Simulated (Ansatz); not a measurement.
# SnS2: how well frozen cores do

Aim: solve SnS2 at one geometry with all-electron LAPW, PAW with frozen cores and all-electron PAW on datasets made for the crystal, and see where they agree.

Computed with Ansatz 0.2.0 (DFT PBE, scalar-relativistic, unless a step's input says otherwise).

### Step 1. Starting point

It takes space group P-3m1 (No. 164, trigonal). The conventional cell has a = 3.598 Å, b = 3.598 Å, c = 5.494 Å, α = 90.00°, β = 90.00°, γ = 120.00°. Sn (site symmetry -3m) has 6 S at 2.53 Å as nearest neighbours. S (site symmetry 3m) has 3 Sn at 2.53 Å as nearest neighbours.

Structure file:

```cif
data_structure
_symmetry_space_group_name_H-M 'P 1'
_symmetry_Int_Tables_number 1
_cell_length_a 3.5983
_cell_length_b 3.5983
_cell_length_c 5.4940
_cell_angle_alpha 90.000
_cell_angle_beta 90.000
_cell_angle_gamma 120.000
_cell_volume 61.60
loop_
_atom_site_label
_atom_site_type_symbol
_atom_site_fract_x
_atom_site_fract_y
_atom_site_fract_z
_atom_site_occupancy
Sn1 Sn 0.00000 0.00000 0.00000 1
S1 S 0.66667 0.33333 0.26390 1
S2 S 0.33333 0.66667 0.73610 1
```

The geometry is a database entry used as it stands. It may stem from high pressure or temperature, or be incomplete, so it serves as a test cell.

Atoms are numbered in the order of the input: Sn1, S2, S3.

### Step 2. All-electron LAPW

Contents of input.yaml:

```yaml
crystal:
  lattice:
    - [3.5983003419, 0.0, 0.0]
    - [-1.7991501709, 3.1162195065, 0.0]
    - [0.0, 0.0, 5.494]
  atoms:
    - { symbol: Sn, position: [0.0, 0.0, 0.0] }
    - { symbol: S, position: [0.6666666667, 0.3333333333, 0.2639] }
    - { symbol: S, position: [0.3333333333, 0.6666666667, 0.7361] }
kpoints:
  mp_grid: { grid: [10, 10, 6] }
  band_path:
    path:
      - [0.0, 0.0, 0.0]
      - [0.5, 0.0, 0.0]
      - [0.3333333333, 0.3333333333, 0.0]
      - [0.0, 0.0, 0.0]
      - [0.0, 0.0, 0.5]
      - [0.5, 0.0, 0.5]
      - [0.3333333333, 0.3333333333, 0.5]
      - [0.0, 0.0, 0.5]
      - [0.5, 0.0, 0.5]
    npoints: 14
scf:
  occupations: { method: fermi_dirac, width: 0.01 }
hamiltonian:
  xc: pbe
  pseudopotentials: { kind: all_electron, lapw: { basis_error: 0.001 } }
output:
  forces: true
  stress: true
  eigenvalues: true
  fatbands: true
  populations: true
  dos: { projected: true, de: 0.2, e_range: [-14, 8] }
```

Run with:

```sh
$ ansatz run input.yaml --threads 1 --pin off --max-ram 4096MiB --backend cpu --events-out ev --progress --plain --runs-dir out
```

### Step 3. PAW with frozen cores

Changes to input.yaml since step 2:

```diff
@@ -27,3 +27,3 @@
   xc: pbe
-  pseudopotentials: { kind: all_electron, lapw: { basis_error: 0.001 } }
+  pseudopotentials: { kind: paw }
 output:
@@ -32,4 +32,9 @@
   eigenvalues: true
-  fatbands: true
+  efg: { contact_densities: true }
   populations: true
+  bader: true
   dos: { projected: true, de: 0.2, e_range: [-14, 8] }
+  write_density: true
+  write_potential: true
+  elf: true
+  volumetric_format: npy
```

### Step 4. All-electron PAW on datasets made for the crystal

Changes to input.yaml since step 3:

```diff
@@ -22,3 +22,3 @@
       - [0.5, 0.0, 0.5]
-    npoints: 14
+    npoints: 8
 scf:
@@ -27,3 +27,3 @@
   xc: pbe
-  pseudopotentials: { kind: paw }
+  pseudopotentials: { kind: all_electron, datasets: crystal }
 output:
@@ -33,8 +33 @@
   efg: { contact_densities: true }
-  populations: true
-  bader: true
-  dos: { projected: true, de: 0.2, e_range: [-14, 8] }
-  write_density: true
-  write_potential: true
-  elf: true
-  volumetric_format: npy
```

(Steps that only read results are left out.)

What does the calculation give? Wanted: pressure; gap; largest force; Bader charges; highest ELF.

**Answer**, as computed:

| quantity | value |
| --- | --- |
| pressure | LAPW 9.20, PAW 9.22, crystal datasets 9.20 GPa |
| gap (LAPW) | 1.10 eV |
| largest force | LAPW 0.452, PAW 0.454, crystal datasets 0.452 eV/Å |
| Bader charges (PAW) | Sn1 +1.59, S2 -0.79 e |
| highest ELF (PAW) | 0.93, 0.90 Å from S |

In words: At this geometry the cell is under compression of 9.2 GPa, so it would expand if let go. A gap opens: 1.10 eV. It is the Kohn-Sham gap of a semilocal functional, which mostly lies below the gap found in experiment. The top eV of the valence band is mostly S 3p (96 % of the projected weight). The projection holds only the free atom's occupied shells (Sn 5s, Sn 5p, S 3s, S 3p in this range). The field gradient at S2, the largest by crystal datasets, is -4.37 by PAW and -4.37 by crystal datasets (10²¹ V/m²), within 5 %. No spin–orbit coupling: at heavy atoms the gradients can be off by tens of per cent for that reason. PAW lies +0.01 GPa from LAPW in pressure and less than 0.01 eV in the gap. The forces differ by at most 2 meV/Å in a component, on a largest force of 0.452 eV/Å. LAPW took about 1.9 times as long as PAW (45 s against 24 s, on a shared host and with the outputs that each input asks for).
